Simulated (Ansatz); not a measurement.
A run of Ansatz 0.2.0 is set up as follows.

Contents of input.yaml:

```yaml
crystal:
  lattice:
    - [5.0803194, 0.0, 0.0]
    - [0.0, 5.16486745, 0.0]
    - [0.0, 0.0, 4.89088365]
  atoms:
    - { symbol: Hf, position: [0.22259082, 0.78179958, 0.27206794] }
    - { symbol: Hf, position: [0.72259082, 0.71820042, 0.72793206] }
    - { symbol: Hf, position: [0.77740918, 0.21820042, 0.27206794] }
    - { symbol: Hf, position: [0.27740918, 0.28179958, 0.72793206] }
    - { symbol: O, position: [0.18681532, 0.16364878, 0.10453462] }
    - { symbol: O, position: [0.68681532, 0.33635122, 0.89546538] }
    - { symbol: O, position: [0.81318468, 0.83635122, 0.10453462] }
    - { symbol: O, position: [0.31318468, 0.66364878, 0.89546538] }
    - { symbol: O, position: [0.0, 0.5, 0.48905445] }
    - { symbol: O, position: [0.5, 0.0, 0.51094555] }
    - { symbol: O, position: [0.0, 0.0, 0.57562499] }
    - { symbol: O, position: [0.5, 0.5, 0.42437501] }
hamiltonian:
  xc: pbesol
  pseudopotentials: { kind: paw }
  dispersion: d4
kpoints:
  mp_grid: { grid: [5, 5, 6] }
scf:
  occupations: { method: fermi_dirac, width: 0.05 }
output:
  forces: true
  stress: true
  eigenvalues: true
  write_density: true
  write_potential: true
  elf: true
  volumetric_format: npy
relax:
  f_tol: 0.01
  max_steps: 40
  cell: { stress_tol: 0.05 }
```

Potentials or basis: Ansatz PAW.

Command:

```console
$ ansatz run input.yaml --threads 4 --pin off --max-ram 11264MiB --backend cpu --events-out ev --progress --plain --runs-dir out
```

(1) Estimate the relaxed volume.

(2) Predict the relaxed cell.

(3) What does it give for the band gap on the k mesh?

(4) Estimate the space group after relaxing (to 0.05 Å).

Results:

(1) 10.66 Å³/atom.

(2) a = 5.108 Å, b = 5.126 Å, c = 4.883 Å, α = 90.00°, β = 90.00°, γ = 90.00°.

(3) 3.71 eV, direct.

(4) P-42_1m (No. 113).

Caveat: odd divisions of the mesh miss points on the zone boundary, where band edges often lie, so the gap on the mesh can be too wide; the plane-wave basis is chosen anew once the cell has moved, so the energies of steps on either side of that aren't comparable; the pressure holds a Pulay correction of +0.9 GPa for the finite cutoff; spin-orbit coupling is left out, which moves the levels of the heavy elements; the PAW data sets come from PBE, with cores solved anew for the run's functional, which leaves a small shift of forces and pressure.
